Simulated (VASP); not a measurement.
# ZrB2: equation of state with PBE

Crystal: ZrB2.

```
CELL_PARAMETERS angstrom
3.17000 0.00000 0.00000
-1.58500 2.74530 0.00000
0.00000 0.00000 3.53300
ATOMIC_POSITIONS crystal
Zr 0.00000 0.00000 0.00000
B 0.66667 0.33333 0.50000
B 0.33333 0.66667 0.50000
```

| Property | Result |
| --- | --- |
| Program | VASP 6.6.1 |
| Task | equation of state |
| Functional | PBE |
| Potentials or basis | VASP PAW PBE potentials, release 64 (Zr_sv, B) |
| Cutoff | 520 eV |
| k mesh | 10 × 10 × 8 |
| Occupations | fermi-dirac, width 0.05 eV |
| Spin | no spin polarisation |

The equilibrium volume is 10.29 Å³/atom, the bulk modulus at fixed shape and positions is 239 GPa and the pressure derivative of the bulk modulus is 3.9.

Energy against volume, from the lowest point:
```
volume (Å³/atom)  energy (meV/atom)
           9.634              34.95
           9.839              15.97
          10.044               4.54
          10.249               0.00
          10.454               1.67
          10.659               8.99
          10.864              21.42
```

All runs of the series together: 2.2 min on 1 thread of Intel(R) Xeon(R) Platinum 8488C (Sapphire Rapids), with other jobs on the host.

Caveat: the cell was scaled at fixed shape and fractional positions, which overstates the stiffness of a crystal with free parameters, most of all of layers and chains.
